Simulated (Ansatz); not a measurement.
`C[Te]C(F)(F)F` + `O[AsH2]` → `C[Te][AsH]O` + trifluoromethane  (ligand exchange at a Te–C bond)

Isolated molecules relaxed with PBE0-D4/def2-TZVP in Ansatz; ΔE leaves out vibrations. CBS: MP2 limit from def2 TZ/QZ plus the TZ coupled-cluster correction, frozen cores. This one scheme is used for every species. Functionals use def2-TZVPP. B3LYP here is the variant with VWN-RPA as its local correlation; programs differ in this. HSE06 is defined as in plane-wave codes. Elements past krypton have def2 core potentials. For As, Te outer-core shells are correlated without core-valence functions, which leaves a few kJ/mol of doubt a bond. Scalar relativity is left out up to krypton. One conformer a species, not always the lowest.

| level | ΔE (kJ/mol) | difference from CCSD(T)/CBS |
| --- | --- | --- |
| LDA (SPW92) | -119.2 | 5.4 |
| PBE-D4 | -124.4 | 0.2 |
| BLYP-D4 | -122.4 | 2.2 |
| B97M-V | -113.9 | 10.7 |
| PBE0-D4 | -128.6 | -4.0 |
| B3LYP-D4 | -126.0 | -1.4 |
| r2SCANh-D4 | -124.9 | -0.3 |
| r2SCAN0-D4 | -128.3 | -3.7 |
| HSE06-D4 | -129.4 | -4.8 |
| BHLYP-D4 | -132.0 | -7.4 |
| CAM-B3LYP-D4 | -118.3 | 6.3 |
| ωB97X-V | -114.3 | 10.3 |
| ωB97M-V | -116.6 | 8.0 |
| B2PLYP | -126.1 | -1.5 |
| PBE-QIDH | -130.8 | -6.2 |
| PBE | -122.9 | 1.7 |
| revPBE | -123.1 | 1.5 |
| BLYP | -120.3 | 4.3 |
| r2SCAN | -122.3 | 2.3 |
| PBE0 | -127.1 | -2.5 |
| B3LYP | -123.5 | 1.1 |
| r2SCAN0 | -127.8 | -3.2 |
| HSE06 | -127.8 | -3.2 |
| BHLYP | -127.2 | -2.6 |
| CAM-B3LYP | -116.5 | 8.1 |
| LC-ωPBE | -114.7 | 9.9 |
| RPA@PBE/def2-TZVPP | -112.8 | 11.8 |
| HF/def2-SVP | -140.4 | -15.8 |
| MP2/def2-SVP | -135.4 | -10.8 |
| CCSD(T)/def2-SVP | -127.4 | -2.8 |
| HF/def2-TZVPP | -132.3 | -7.7 |
| MP2/def2-TZVPP | -131.2 | -6.6 |
| SCS-MP2/def2-TZVPP | -126.0 | -1.4 |
| CCSD/def2-TZVPP | -121.9 | 2.7 |
| CCSD(T)/def2-TZVPP | -121.9 | 2.7 |
| HF/def2-QZVPP | -131.7 | -7.1 |
| MP2/def2-QZVPP | -132.6 | -8.0 |
| SCS-MP2/def2-QZVPP | -127.2 | -2.6 |
| HF/CBS(def2) | -131.6 | -7.0 |
| CCSD/CBS(def2) | -124.7 | -0.1 |
| CCSD(T)/CBS | -124.6 | 0 |

Largest T1 diagnostic among the species: 0.012.

From PBE to PBE0 (25 % exact exchange), in def2-TZVPP and without D4, ΔE moves by −4.2 kJ/mol. Leaving LDA and LC-ωPBE aside and taking each functional with its dispersion term where it has one, the values spread over 18.1 kJ/mol, from BHLYP-D4 to B97M-V. LDA lies +3.6 kJ/mol from PBE without D4.

CCSD(T)/CBS has its own doubt, a few kJ/mol and more with outer-core shells, so smaller differences from it don't rank the levels.
